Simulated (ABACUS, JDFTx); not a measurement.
## HgTe: programs and potentials compared

```xyz
2
Lattice="0.0000 3.2145 3.2145 3.2145 0.0000 3.2145 3.2145 3.2145 0.0000" Properties=species:S:1:pos:R:3 pbc="T T T"
Hg    0.0000    0.0000    0.0000
Te    4.8217    4.8217    4.8217
```

Alike in all runs: task single point; functional LDA; k mesh 7 × 7 × 7; occupations fermi-dirac, width 0.05 eV; no spin polarisation; no spin-orbit coupling. LDA stands for any of its common fits. Pressure is positive in compression and, in plane waves, holds the error of the finite cutoff.

```json
{"program and potentials": "JDFTx, PseudoDojo-SR-LDA-0.4.1-standard", "plane-wave cutoff (eV)": "1088", "notes": "-", "pressure (GPa)": "0.19"}
{"program and potentials": "JDFTx, PseudoDojo-SR-LDA-0.4.1-standard with smoothed tails", "plane-wave cutoff (eV)": "1088", "notes": "-", "pressure (GPa)": "0.20"}
{"program and potentials": "ABACUS, SG15 ONCV 1.2 PBE, plane waves", "plane-wave cutoff (eV)": "1129", "notes": "potentials made for PBE", "pressure (GPa)": "0.02"}
```

The pressure spans 0.02 (ABACUS, SG15 ONCV 1.2 PBE, plane waves) to 0.20 GPa (JDFTx, PseudoDojo-SR-LDA-0.4.1-standard with smoothed tails).

The functional is the same throughout but for its coding, so the spread measures potentials, basis and numerics; runs on potential files found faulty are left out.
